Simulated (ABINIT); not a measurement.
# As (Cmce) in ABINIT: single point with LDA

Aim: the single point of As with LDA.

All numbers are computed with ABINIT 10.8.3 (patched build); they aren't measurements. Logs are shortened: lines on timing, memory, paths and dates and some standing lists are left out, and cuts for length are marked. The log counts tension as positive stress, the text compression.

## 1. Starting point

The structure is orthorhombic, space group Cmce (No. 64). Conventional cell: a = 3.650 Å, b = 11.000 Å, c = 4.470 Å, α = 90.00°, β = 90.00°, γ = 90.00°. Around As (site symmetry m) lie 3 As at 2.48 to 2.49 Å.

This isn't the form of As at room conditions, which is rhombohedral.

## 2. Single point, LDA

Input file run.abi:

```
# Pseudopotentials
pp_dirpath "./"
pseudos "As.upf"

# Structure
acell 5.794879205 5.794879205 4.47 Angstrom
rprim
     0.3149332256    -0.9491138306     0.0000000000
     0.3149332256     0.9491138306     0.0000000000
     0.0000000000     0.0000000000     1.0000000000
ntypat 1
znucl 33
natom 4
typat 1 1 1 1
xred
     0.3900000000     0.6100000000     0.5600000000
     0.8900000000     0.1100000000     0.9400000000
     0.6100000000     0.3900000000     0.4400000000
     0.1100000000     0.8900000000     0.0600000000
chkprim 0
chksymtnons 0
tolsym 1.0e-6

# Plane-wave basis
ecut 40.0

# k points
kptopt 1
ngkpt 6 6 4
nshiftk 1
shiftk 0.0 0.0 0.0

# Exchange and correlation
ixc 7

# Bands and occupations
nband 36
occopt 3
tsmear 0.00183747

# SCF cycle
nstep 100
tolvrs 1.0e-10

# Output
iomode 3
prtwf 0
prtden 0
prteig 0
prtebands 0
```

Potentials or basis: PseudoDojo NC SR LDA v0.4.1 standard.

On the command line:

```
$ mpirun --bind-to none -np 4 abinit run.abi > log 2>&1
```

run.abo:

```text
.Version 10.8.3 of ABINIT
 Symmetries : space group Cm c a (# 64); Bravais oC (1-face-center ortho.)
================================================================================
 Values of the parameters that define the memory need of the present run
     intxc =       0    ionmov =       0      iscf =       7    lmnmax =       6
     lnmax =       6     mgfft =      64  mpssoang =       3    mqgrid =    3001
     natom =       4  nloc_mem =       1    nspden =       1   nspinor =       1
    nsppol =       1      nsym =       8    n1xccc =    2501    ntypat =       1
    occopt =       3   xclevel =       1
       mpw =        7360          nfft =      204800          nkpt =          39
================================================================================
================================================================================

--------------------------------------------------------------------------------
------------- Echo of variables that govern the present computation ------------
--------------------------------------------------------------------------------
 -outvars: echo values of preprocessed input variables --------
            acell      1.0950734630E+01  1.0950734630E+01  8.4470757828E+00 Bohr
              amu      7.49215900E+01
          chkprim           0
      chksymtnons           0
             ecut      4.00000000E+01 Hartree
              ixc           7
         kptrlatt        6    0    0      0    6    0      0    0    4
          kptrlen      3.37883031E+01
            natom           4
            nband          36
            ngfft          64      64      50
             nkpt          39
            nstep         100
             nsym           8
           ntypat           1
           occopt           3
           prtden           0
        prtebands           0
           prteig           0
            prtwf           0
            rprim      3.1493322560E-01 -9.4911383060E-01  0.0000000000E+00
                       3.1493322560E-01  9.4911383060E-01  0.0000000000E+00
                       0.0000000000E+00  0.0000000000E+00  1.0000000000E+00
          spgroup          64
           tolsym      1.00000000E-06
           tolvrs      1.00000000E-10
           tsmear      1.83747000E-03 Hartree
            typat      1  1  1  1
           xangst      1.8250000000E+00  1.2100000000E+00  2.5032000000E+00
                       1.8250000000E+00 -4.2900000001E+00  4.2018000000E+00
                       1.8250000000E+00 -1.2100000000E+00  1.9668000000E+00
                       1.8250000000E+00  4.2900000001E+00  2.6820000000E-01
            xcart      3.4487501798E+00  2.2865686124E+00  4.7303624384E+00
                       3.4487501798E+00 -8.1069250803E+00  7.9402512358E+00
                       3.4487501798E+00 -2.2865686124E+00  3.7167133444E+00
                       3.4487501798E+00  8.1069250803E+00  5.0682454697E-01
[... 133 lines left out ...]
    1     -0.00000000000000    -0.00093527582062     0.00336287613329
    2     -0.00000000000000    -0.00093527582062    -0.00336287613329
    3     -0.00000000000000     0.00093527582062    -0.00336287613329
    4      0.00000000000000     0.00093527582062     0.00336287613329
 frms,max,avg= 2.0152483E-03 3.3628761E-03   0.000E+00  0.000E+00  0.000E+00 h/b

 cartesian forces (eV/Angstrom) at end:
    1     -0.00000000000000    -0.04809381638975     0.17292604355772
    2     -0.00000000000000    -0.04809381638975    -0.17292604355772
    3     -0.00000000000000     0.04809381638975    -0.17292604355772
    4      0.00000000000000     0.04809381638975     0.17292604355772
 frms,max,avg= 1.0362823E-01 1.7292604E-01   0.000E+00  0.000E+00  0.000E+00 e/A
 length scales= 10.950734630168 10.950734630168  8.447075782808 bohr
              =  5.794879205000  5.794879205000  4.470000000000 angstroms
 Fermi (or HOMO) energy (hartree) =   0.17313   Average Vxc (hartree)=  -0.39819
 Eigenvalues (hartree) for nkpt=  39  k points:
 kpt#   1, nband= 36, wtk=  0.00694, kpt=  0.0000  0.0000  0.0000 (reduced coord)
  -1.15299   -1.15282   -1.15209   -1.15138   -1.15108   -1.14988   -1.14958   -1.14947
  -1.14935   -1.14863   -1.14847   -1.14824   -1.14820   -1.14754   -1.14728   -1.14717
  -1.14644   -1.14613   -1.14609   -1.14564   -0.36742   -0.26607   -0.17078   -0.04906
  -0.04545    0.01846    0.06671    0.09442    0.10877    0.13775    0.24862    0.25147
   0.26883    0.30018    0.35186    0.37073
      occupation numbers for kpt#   1
   2.00000    2.00000    2.00000    2.00000    2.00000    2.00000    2.00000    2.00000
   2.00000    2.00000    2.00000    2.00000    2.00000    2.00000    2.00000    2.00000
   2.00000    2.00000    2.00000    2.00000    2.00000    2.00000    2.00000    2.00000
   2.00000    2.00000    2.00000    2.00000    2.00000    2.00000    0.00000    0.00000
   0.00000    0.00000    0.00000    0.00000
 prteigrs : prtvol=0 or 1, do not print more k-points.

--- !EnergyTerms
iteration_state     : {dtset: 1, }
comment             : Components of total free energy in Hartree
kinetic             :  3.04285150331663E+02
hartree             :  1.25433450705415E+02
xc                  : -9.34523901360123E+01
Ewald energy        : -2.32924878538336E+02
psp_core            :  1.11170660730415E+01
local_psp           : -3.34757268173262E+02
non_local_psp       : -2.03589314426787E+02
internal            : -4.23888184164279E+02
'-kT*entropy'       : -5.89144156158894E-05
total_energy        : -4.23888243078694E+02
total_energy_eV     : -1.15345867075446E+04
band_energy         : -4.69995143877007E+01
...

 Cartesian components of stress tensor (hartree/bohr^3)
  sigma(1 1)=  2.03343470E-05  sigma(3 2)=  0.00000000E+00
  sigma(2 2)=  7.63920310E-05  sigma(3 1)=  0.00000000E+00
  sigma(3 3)=  1.18594143E-04  sigma(2 1)=  0.00000000E+00

-Cartesian components of stress tensor (GPa)         [Pressure= -2.1116E+00 GPa]
- sigma(1 1)=  5.98257144E-01  sigma(3 2)=  0.00000000E+00
- sigma(2 2)=  2.24753115E+00  sigma(3 1)=  0.00000000E+00
- sigma(3 3)=  3.48916016E+00  sigma(2 1)=  0.00000000E+00

== END DATASET(S) ==============================================================
================================================================================

 -outvars: echo values of variables after computation  --------
            acell      1.0950734630E+01  1.0950734630E+01  8.4470757828E+00 Bohr
           etotal     -4.2388824308E+02
            fcart     -7.4448065383E-21 -9.3527582062E-04  3.3628761333E-03
                      -7.4448065383E-21 -9.3527582062E-04 -3.3628761333E-03
                      -2.0939562796E-19  9.3527582062E-04 -3.3628761333E-03
                       2.2428524104E-19  9.3527582062E-04  3.3628761333E-03
            rprim      3.1493322560E-01 -9.4911383060E-01  0.0000000000E+00
                       3.1493322560E-01  9.4911383060E-01  0.0000000000E+00
                       0.0000000000E+00  0.0000000000E+00  1.0000000000E+00
           strten      2.0334347033E-05  7.6392031004E-05  1.1859414322E-04
                       0.0000000000E+00  0.0000000000E+00  0.0000000000E+00
           xangst      1.8250000000E+00  1.2100000000E+00  2.5032000000E+00
                       1.8250000000E+00 -4.2900000001E+00  4.2018000000E+00
                       1.8250000000E+00 -1.2100000000E+00  1.9668000000E+00
                       1.8250000000E+00  4.2900000001E+00  2.6820000000E-01
             xred      3.9000000000E-01  6.1000000000E-01  5.6000000000E-01
                       8.9000000000E-01  1.1000000000E-01  9.4000000000E-01
                       6.1000000000E-01  3.9000000000E-01  4.4000000000E-01
                       1.1000000000E-01  8.9000000000E-01  6.0000000000E-02
 Calculation completed.
```

Run time: 2 min. Hardware: 4 MPI ranks of Arm Neoverse V1, shared host; peak memory 0.56 GiB.

What came out:

```
Free energy                                           : -11534.5867 eV
Pressure                                              : -2.1 GPa
Largest force                                         : 0.179 eV/Å
Band gap on the k mesh                                : 0.23 eV, indirect (least direct gap 0.51 eV)
Valence electrons inside the program's atomic spheres : As 12.31 (radii [1.0584] Å)
```

Forces on the atoms (eV/Å):
```
As   0.000 -0.048  0.173
As   0.000 -0.048 -0.173
As   0.000  0.048 -0.173
As   0.000  0.048  0.173
```

Levels at points of the mesh, in eV from the valence-band top:
```tsv
k point	band 27	band 28	band 29	band 30	band 31	band 32	band 33	band 34
(0.00, 0.00, 0.00)	-2.80	-2.04	-1.65	-0.86	2.15	2.23	2.70	3.56
(0.50, 0.00, 0.00)	-2.32	-2.32	-2.16	-2.16	1.00	1.00	1.19	1.19
(0.50, 0.50, 0.00)	-3.16	-1.48	-1.04	-0.21	0.30	2.18	2.56	3.19
(0.00, 0.00, 0.50)	-1.75	-1.75	-0.42	-0.42	1.18	1.18	2.24	2.24
(0.50, 0.00, 0.50)	-4.43	-4.43	-1.62	-1.62	2.15	2.15	4.76	4.76
(0.50, 0.50, 0.50)	-1.70	-1.70	-0.92	-0.92	1.64	1.64	1.89	1.89
```
